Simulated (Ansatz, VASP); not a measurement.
# Ru: VASP beside Ansatz

The input INCAR:

```
SYSTEM = Ru
  PREC = Accurate
  ENCUT = 520
  EDIFF = 1E-6
  ISMEAR = 0
  SIGMA = 0.15
  LREAL = .FALSE.
  LASPH = .TRUE.
  NELM = 80
  ALGO = Fast
  ISIF = 2
  LWAVE = .FALSE.
  LCHARG = .FALSE.
  GGA = PE
  NBANDS = 13
```

File KPOINTS:

```
regular mesh
0
G
  20 20 20
  0 0 0
```

POSCAR

```
Ru
1.0
    0.0666779414      2.0336772120      2.0336772120
    2.0336772120      0.0666779414      2.0336772120
    2.0336772120      2.0336772120      0.0666779414
Ru
1
Direct
    0.0000000000      0.0000000000      0.0000000000
```

Input for Ansatz:

```yaml
crystal:
  lattice:
    - [0.0666779414, 2.033677212, 2.033677212]
    - [2.033677212, 0.0666779414, 2.033677212]
    - [2.033677212, 2.033677212, 0.0666779414]
  atoms:
    - { symbol: Ru, position: [0.0, 0.0, 0.0] }
basis:
  ecutwfc: 420
kpoints:
  mp_grid: { grid: [20, 20, 20] }
hamiltonian:
  xc: pbe
scf:
  occupations: { method: gaussian, width: 0.15 }
output:
  forces: true
  stress: true
  eigenvalues: true
```

Change from the starting cell: equal engineering shear yz, xz and xy +0.0350, equal normal strain along x, y and z +0.0500.

Alike in both runs: task single point; functional PBE; k mesh 20 × 20 × 20; occupations gaussian, width 0.15 eV; no spin polarisation.

|  | VASP | Ansatz |
| --- | --- | --- |
| version | VASP 6.6.1 | Ansatz 0.2.0 |
| potentials or method | VASP PAW PBE potentials, release 64 (Ru_pv) | scalar-relativistic, plane waves, PAW |
| plane-wave cutoff (eV) | 520 | 420 |
| valence electrons in the cell | 14 | 16 |

Ansatz gave:

```
gap on the k mesh at the Fermi level (eV)       : none
pressure (GPa)                                  : -30.3
largest component of the traceless stress (GPa) : 4.55
```

Problem. Which values does VASP return?

Solution. gap on the k mesh at the Fermi level (eV): none; pressure (GPa): -30.5; largest component of the traceless stress (GPa): 4.55.

A gap of «none» marks a metal or a gap that the smearing closes. With one functional, cell and mesh, what is left measures potentials, basis and numerics. The two sets of potentials don't hold the same shells in valence.

Caveats: the cell as given lies far from equilibrium; so large a pressure means that the cell lies far from this level's equilibrium, or that cutoff or potentials fall short (VASP).
